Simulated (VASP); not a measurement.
## SiO2 (Stishovite): relaxation of shape and atoms at fixed volume with PBEsol

SiO2 (Stishovite):

```
Si O
1.0
     4.10647    0.00000    0.00000
     0.00000    4.10647    0.00000
     0.00000    0.00000    2.62794
Si O
2 4
Cartesian
  0.0000 0.0000 0.0000
  2.0532 2.0532 1.3140
  1.2559 1.2559 0.0000
  0.7974 3.3091 1.3140
  2.8506 2.8506 0.0000
  3.3091 0.7974 1.3140
```

The cell isn't the ideal one: a relaxed cell with its volume scaled by 0.94.

```json
{
  "Program": "VASP 6.6.1",
  "Task": "relaxation of shape and atoms at fixed volume",
  "Functional": "PBEsol",
  "Potentials or basis": "VASP PAW PBE potentials, release 64 (Si, O)",
  "Cutoff": "600 eV",
  "k mesh": "8 × 8 × 10",
  "Occupations": "gaussian, width 0.03 eV",
  "Spin": "no spin polarisation",
  "Further INCAR settings": "ALGO = Fast; EDIFF = 1e-07; IBRION = 2; EDIFFG = -0.01; NSW = 40; ISIF = 4"
}
```

The energy gained by relaxing is 2.4 meV/atom and the ionic steps are 5. The pressure after relaxing is 20.9 GPa and the band gap on the k mesh is 6.35 eV, direct.

Step by step:
| step | energy change (eV) | largest force (eV/Å) | pressure (GPa) |
| --- | --- | --- | --- |
| 1 | 0.0000 | 0.4332 | 22.45 |
| 2 | -0.0085 | 0.3392 | 20.17 |
| 3 | -0.0138 | 0.0441 | 20.94 |
| 4 | -0.0146 | 0.0108 | 20.86 |
| 5 | -0.0146 | 0.0003 | 20.87 |

Final structure:
```cif
data_structure
_symmetry_space_group_name_H-M 'P 1'
_symmetry_Int_Tables_number 1
_cell_length_a 4.0928
_cell_length_b 4.0928
_cell_length_c 2.6456
_cell_angle_alpha 90.000
_cell_angle_beta 90.000
_cell_angle_gamma 90.000
_cell_volume 44.32
loop_
_atom_site_label
_atom_site_type_symbol
_atom_site_fract_x
_atom_site_fract_y
_atom_site_fract_z
_atom_site_occupancy
Si1 Si 0.00000 0.00000 0.00000 1
Si2 Si 0.50000 0.50000 0.50000 1
O1 O 0.30378 0.30378 0.00000 1
O2 O 0.19622 0.80378 0.50000 1
O3 O 0.69622 0.69622 0.00000 1
O4 O 0.80378 0.19622 0.50000 1
```

Levels at points of the mesh, in eV from the valence-band top:
```csv
k point,band 13,band 14,band 15,band 16,band 17,band 18,band 19,band 20
"(0.00, 0.00, 0.00)",-2.53,-0.93,-0.93,0.00,6.35,6.55,8.53,8.53
"(0.50, 0.00, 0.00)",-2.83,-2.83,-1.11,-1.11,8.17,8.17,9.15,9.15
"(0.50, 0.50, 0.00)",-2.97,-2.97,-2.47,-2.47,7.86,7.86,10.28,10.28
"(0.00, 0.00, 0.50)",-3.48,-3.48,-2.88,-2.88,9.67,9.67,12.89,12.89
"(0.50, 0.00, 0.50)",-2.41,-2.41,-1.92,-1.92,9.12,9.12,10.39,10.39
"(0.50, 0.50, 0.50)",-1.79,-1.79,-1.71,-1.71,7.59,7.59,11.32,11.32
```

Run time: 2.4 min on 2 MPI ranks on AMD EPYC 7R13 Processor (Zen 3), on a shared host, peak memory 0.2 GiB a rank.

Caveat: the PAW data sets were made with another functional, which shifts forces and pressure a little. A k mesh can miss the band edges.
